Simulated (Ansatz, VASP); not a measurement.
Two plane-wave programs on ZnO

The input INCAR:

```
SYSTEM = ZnO
ALGO = Normal ; EDIFF = 1E-6
ENCUT = 520 ; GGA = PE
ISIF = 2 ; ISMEAR = 0
LASPH = .TRUE. ; LCHARG = .FALSE.
LREAL = .FALSE. ; LWAVE = .FALSE.
NBANDS = 16 ; NELM = 60
PREC = Accurate ; SIGMA = 0.02
```

File KPOINTS:

```
k-points
0
G
  12 12 12
  0 0 0
```

File POSCAR:

```
ZnO
1.0
    0.0000000000      2.2347433169      2.2347433169
    2.2347433169      0.0000000000      2.2347433169
    2.2347433169      2.2347433169      0.0000000000
Zn O
1 1
Direct
    0.0000000000      0.0000000000      0.0000000000
    0.5000000000      0.5000000000      0.5000000000
```

Input for Ansatz:

```yaml
crystal:
  lattice:
    - [0.0, 2.2347433169, 2.2347433169]
    - [2.2347433169, 0.0, 2.2347433169]
    - [2.2347433169, 2.2347433169, 0.0]
  atoms:
    - { symbol: Zn, position: [0.0, 0.0, 0.0] }
    - { symbol: O, position: [0.5, 0.5, 0.5] }
basis:
  ecutwfc: 420
kpoints:
  mp_grid: { grid: [12, 12, 12] }
hamiltonian:
  xc: pbe
scf:
  occupations: { method: gaussian, width: 0.02 }
output:
  forces: true
  stress: true
  eigenvalues: true
```

Alike in both runs: task single point; functional PBE; k mesh 12 × 12 × 12; occupations gaussian, width 0.02 eV; no spin polarisation.

|  | VASP | Ansatz |
| --- | --- | --- |
| version | VASP 6.6.1 | Ansatz 0.2.0 |
| potentials or method | VASP PAW PBE potentials, release 64 (Zn, O) | scalar-relativistic, plane waves, PAW |
| plane-wave cutoff (eV) | 520 | 420 |
| valence electrons in the cell | 18 | 18 |

|  | VASP | Ansatz | Ansatz less VASP |
| --- | --- | --- | --- |
| gap on the k mesh at the Fermi level (eV) | 0.33 | 0.35 | +0.025 |
| least direct gap on the mesh (eV) | 1.26 | 1.29 | +0.023 |
| pressure (GPa) | -12.1 | -12.7 | -0.54 |
